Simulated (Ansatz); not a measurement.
The system is Si3N4.

```
CELL_PARAMETERS angstrom
4.13078 0.00000 0.00000
0.00000 4.13078 0.00000
0.00000 0.00000 4.13078
ATOMIC_POSITIONS crystal
Si 0.00000 0.00000 0.50000
Si 0.50000 0.00000 0.00000
Si 0.00000 0.50000 0.00000
N 0.23952 0.23952 0.76048
N 0.76048 0.76048 0.76048
N 0.23952 0.76048 0.23952
N 0.76048 0.23952 0.23952
```

The cell was built by a generator and needn't be a form met in nature.

A run of Ansatz 0.2.0 on this cell left the log below. Logs are shortened: lines on timing, memory, paths and dates and some standing lists are left out, and cuts for length are marked.

```text
Warning: RAYON_NUM_THREADS=4 ignored (pool sized by the plan → 4); use --threads N
Si: projections on atomic orbitals take those of the free atom 1s2 2s2 2p6 3s2 3p2, of charge +0.00 (hamiltonian.pseudopotentials.projection_atoms)
N: projections on atomic orbitals take those of the free atom 1s2 2s2 2p3, of charge +0.00 (hamiltonian.pseudopotentials.projection_atoms)
LAPW: plane waves up to 10.673 Å⁻¹, error target 1.0e-3 eV per atom; small_component_spin mean_spin; N in spheres of 0.844 Å, 7 of its electrons in bands, Dirac shells []; Si in spheres of 0.921 Å, 12 of its electrons in bands, Dirac shells [] (how accurate: hamiltonian.pseudopotentials.lapw.basis_error, Limitations)
Engine: ansatz 0.2.0, x86_64-unknown-linux-gnu
Pseudopotentials: kind: all_electron
Pseudopotential: Si, LAPW, valence charge 12, lapw/all_electron/scalar/gaussian/Si, Koelling and Harmon's equation, gaussian nucleus
Pseudopotential: N, LAPW, valence charge 7, lapw/all_electron/scalar/gaussian/N, Koelling and Harmon's equation, gaussian nucleus
Functional definition: PBE
  parameter kappa = 0.804
  parameter beta = 0.06672455060314922
  exchange = pbe_x(kappa = kappa, mu = beta*pi^2/3)
  correlation = pbe_c(beta = beta)
Crystal: 7 atoms, lattice volume = 70.485 Å³
Basis set: ecut = 434.0010180995547 eV, 1419 PW (Γ), exchange–correlation at level 2
Bands: 39, of which v1, the nominal top of the filled ones, is band 32 counted from 1 (31 counted from 0)
Symmetry: 24 space group operations
Space group: P-43m (ITA 215), of the structure as read, at distance tolerance 4.1e-5 Å
k-points: 20 of 343 (time reversal used)
Non-local potential: Si, projectors of the file, none
Non-local potential: N, projectors of the file, none
[... 29 lines left out ...]
  E_atoms      = -29587.540709  (free atoms, spherical and without spin; not in F)
  Σ components = -29643.089709   (vs F -29643.089709, Δ=0.00e0)
  Basis errors (estimates in eV, not in F): energy 5.2e-4 per atom: plane waves 4.8e-4 (3.0e-4 summed), levels above the bands 2.6e-71, relativity 5.3e-8, radial functions 3.9e-5, core shells 3.3e-12; eigenvalues (radial functions only) 2.7e-6; not estimated: angular momenta, meshes, grids; target (lapw.basis_error) 1.0e-3; muffin-tin radii N 0.844 Å, Si 0.921 Å
--- Forces (eV/Å), atoms counted from 1 ---
  atom   1  Si    -0.00000000    -0.00000000     0.00000000
  atom   2  Si    -0.00000000    -0.00000000     0.00000000
  atom   3  Si    -0.00000000     0.00000000    -0.00000000
  atom   4  N      0.00331147     0.00331147    -0.00331147
  atom   5  N     -0.00331147    -0.00331147    -0.00331147
  atom   6  N      0.00331147    -0.00331147     0.00331147
  atom   7  N     -0.00331147     0.00331147     0.00331147
  max |Σ_I F_I| component: 3.99e-17 eV/Å
--- Stress (GPa, compression-positive) ---
        0.038976       0.000000       0.000000
        0.000000       0.038976      -0.000000
        0.000000      -0.000000       0.038976
  P = ⅓ Tr σ = 0.0390 GPa (0.390 kbar)
--- Band table (eV; the first three rows and the last of 20) ---
  k-point 0: bands = ["-365.1997", "-365.1997", "-365.1997", "-365.1997", "-124.1533", "-124.1529", "-124.1529", "-80.2200", "-80.2200", "-80.2200", "-80.2197", "-80.2197", "-80.2197", "-80.1775", "-80.1775", "-80.1775", "-8.4713", "-4.6020", "-4.6020", "-4.6020", "0.8871", "0.8871", "5.0117", "5.0117", "5.0117", "5.0316", "6.1727", "6.1727", "6.1727", "9.3101", "9.3101", "9.3101", "12.2347", "12.2347", "12.2347", "13.7023", "16.3209", "16.3209", "19.7169"]
  k-point 1: bands = ["-365.1997", "-365.1997", "-365.1997", "-365.1997", "-124.1532", "-124.1529", "-124.1529", "-80.2200", "-80.2200", "-80.2200", "-80.2197", "-80.2197", "-80.2197", "-80.1775", "-80.1775", "-80.1775", "-8.3580", "-4.9023", "-4.5850", "-4.5850", "0.9819", "1.2185", "4.7886", "4.8838", "4.8838", "5.1258", "5.9392", "6.1232", "6.1232", "8.9593", "9.2706", "9.2706", "12.4169", "12.6872", "12.6872", "14.1799", "16.5794", "16.7711", "19.9715"]
  k-point 2: bands = ["-365.1997", "-365.1997", "-365.1997", "-365.1997", "-124.1532", "-124.1529", "-124.1529", "-80.2200", "-80.2200", "-80.2200", "-80.2197", "-80.2197", "-80.2197", "-80.1775", "-80.1775", "-80.1775", "-8.0371", "-5.5847", "-4.5461", "-4.5461", "1.2321", "2.0176", "4.2707", "4.5736", "4.5736", "4.9669", "5.7562", "6.1083", "6.1083", "8.1877", "9.1301", "9.1301", "13.0955", "13.8353", "13.8353", "15.0440", "17.2407", "17.9554", "19.6099"]
  k-point 19: bands = ["-365.1997", "-365.1997", "-365.1997", "-365.1997", "-124.1530", "-124.1530", "-124.1530", "-80.2208", "-80.2208", "-80.2208", "-80.2188", "-80.2188", "-80.2188", "-80.1795", "-80.1765", "-80.1765", "-6.0843", "-5.6738", "-5.6738", "-5.3547", "0.6660", "0.6660", "0.8238", "4.2384", "6.3740", "6.3740", "6.6588", "6.7403", "6.7403", "9.2739", "9.4924", "9.4924", "15.2332", "15.5138", "15.5138", "17.5644", "17.5644", "18.1957", "19.0522"]
--- Löwdin populations: 7 sites ---
  site symbol       q [e]
     0     Si     12.6058
     1     Si     12.6058
     2     Si     12.6058
     3      N      7.9307
     4      N      7.9307
     5      N      7.9307
     6      N      7.9307
  spilling = 0.006571 (of n_electrons = 70.000000)
```

Q: Write the input and the command behind it.

A: Single point with PBE, no spin polarisation. The files as run (others can give the same):

input.yaml
```yaml
crystal:
  lattice:
    - [4.13078, 0.0, 0.0]
    - [0.0, 4.13078, 0.0]
    - [0.0, 0.0, 4.13078]
  atoms:
    - { symbol: Si, position: [0.0, 0.0, 0.5] }
    - { symbol: Si, position: [0.5, 0.0, 0.0] }
    - { symbol: Si, position: [0.0, 0.5, 0.0] }
    - { symbol: "N", position: [0.23952, 0.23952, 0.76048] }
    - { symbol: "N", position: [0.76048, 0.76048, 0.76048] }
    - { symbol: "N", position: [0.23952, 0.76048, 0.23952] }
    - { symbol: "N", position: [0.76048, 0.23952, 0.23952] }
kpoints:
  mp_grid: { grid: [7, 7, 7] }
scf:
  occupations: { method: fermi_dirac, width: 0.05 }
hamiltonian:
  xc: pbe
  pseudopotentials: { kind: all_electron, lapw: { basis_error: 0.001 } }
output:
  forces: true
  stress: true
  eigenvalues: true
  populations: true
```

Potentials or basis: all-electron LAPW, scalar-relativistic.
Run with:
```console
$ ansatz run input.yaml --threads 4 --pin off --max-ram 12288MiB --backend cpu --events-out ev --progress --plain --runs-dir out
```

Caveat: an odd mesh through Γ misses points on the zone boundary, where band edges often lie.
